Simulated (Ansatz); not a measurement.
Input, command and steps of an Ansatz relaxation.

```yaml
crystal:
  lattice:
    - [3.6753155007, 0.0, 0.0]
    - [0.0, 3.6753155007, 0.0]
    - [0.0, 0.0, 5.3616744363]
  atoms:
    - { symbol: Zr, position: [0.0, 0.0, 0.0] }
    - { symbol: Zr, position: [0.5, 0.5, 0.5] }
    - { symbol: O, position: [0.0, 0.5, 0.3071893859] }
    - { symbol: O, position: [0.0, 0.5, 0.8071893859] }
    - { symbol: O, position: [0.5, 0.0, 0.6928106141] }
    - { symbol: O, position: [0.5, 0.0, 0.1928106141] }
basis:
  ecutwfc: 420
kpoints:
  mp_grid: { grid: [6, 6, 4] }
hamiltonian:
  xc: pbe
scf:
  occupations: { method: gaussian, width: 0.02 }
output:
  forces: true
  stress: true
  eigenvalues: true
relax:
  adjacent_minimum: "off"
  f_tol: 0.008
  max_steps: 40
```

```bash
ansatz run input.yaml --threads 1 --pin off --max-ram 2560MiB --backend cpu --events-out ev --progress --plain --runs-dir out
```

Method: DFT PBE, scalar-relativistic, plane waves, PAW (Ansatz 0.2.0).

Of 4 frames 4 are shown, positions in Å and forces in eV/Å; the SCF threshold varies from step to step.

```xyz
6
Lattice="3.6753 0.0000 0.0000 0.0000 3.6753 0.0000 0.0000 0.0000 5.3617" Properties=species:S:1:pos:R:3:forces:R:3 pbc="T T T" step=1 free_energy_over_end_meV_per_atom=3.90
Zr    0.0000    0.0000    0.0000    0.0000    0.0000    0.0000
Zr    1.8377    1.8377    2.6808    0.0000    0.0000    0.0000
O     0.0000    1.8377    1.6470    0.0000    0.0000    0.2354
O     0.0000    1.8377    4.3279    0.0000    0.0000    0.2354
O     1.8377    0.0000    3.7146    0.0000    0.0000   -0.2354
O     1.8377    0.0000    1.0338    0.0000    0.0000   -0.2354
6
Lattice="3.6753 0.0000 0.0000 0.0000 3.6753 0.0000 0.0000 0.0000 5.3617" Properties=species:S:1:pos:R:3:forces:R:3 pbc="T T T" step=2 free_energy_over_end_meV_per_atom=1.30
Zr    0.0000    0.0000    0.0000    0.0000    0.0000    0.0000
Zr    1.8377    1.8377    2.6808    0.0000    0.0000    0.0000
O     0.0000    1.8377    1.6678    0.0000    0.0000    0.1402
O     0.0000    1.8377    4.3486    0.0000    0.0000    0.1402
O     1.8377    0.0000    3.6939    0.0000    0.0000   -0.1402
O     1.8377    0.0000    1.0131    0.0000    0.0000   -0.1402
6
Lattice="3.6753 0.0000 0.0000 0.0000 3.6753 0.0000 0.0000 0.0000 5.3617" Properties=species:S:1:pos:R:3:forces:R:3 pbc="T T T" step=3 free_energy_over_end_meV_per_atom=0.02
Zr    0.0000    0.0000    0.0000    0.0000    0.0000    0.0000
Zr    1.8377    1.8377    2.6808    0.0000    0.0000    0.0000
O     0.0000    1.8377    1.6981    0.0000    0.0000   -0.0180
O     0.0000    1.8377    4.3789    0.0000    0.0000   -0.0180
O     1.8377    0.0000    3.6636    0.0000    0.0000    0.0180
O     1.8377    0.0000    0.9828    0.0000    0.0000    0.0180
6
Lattice="3.6753 0.0000 0.0000 0.0000 3.6753 0.0000 0.0000 0.0000 5.3617" Properties=species:S:1:pos:R:3:forces:R:3 pbc="T T T" step=4 free_energy_over_end_meV_per_atom=0.00
Zr    0.0000    0.0000    0.0000    0.0000    0.0000    0.0000
Zr    1.8377    1.8377    2.6808    0.0000    0.0000    0.0000
O     0.0000    1.8377    1.6948    0.0000    0.0000   -0.0001
O     0.0000    1.8377    4.3757    0.0000    0.0000   -0.0001
O     1.8377    0.0000    3.6668    0.0000    0.0000    0.0001
O     1.8377    0.0000    0.9860    0.0000    0.0000    0.0001
```

It took 6.5 s on 1 thread of Intel(R) Xeon(R) 6975P-C (Granite Rapids), with other jobs on the host, peak memory 0.42 GiB.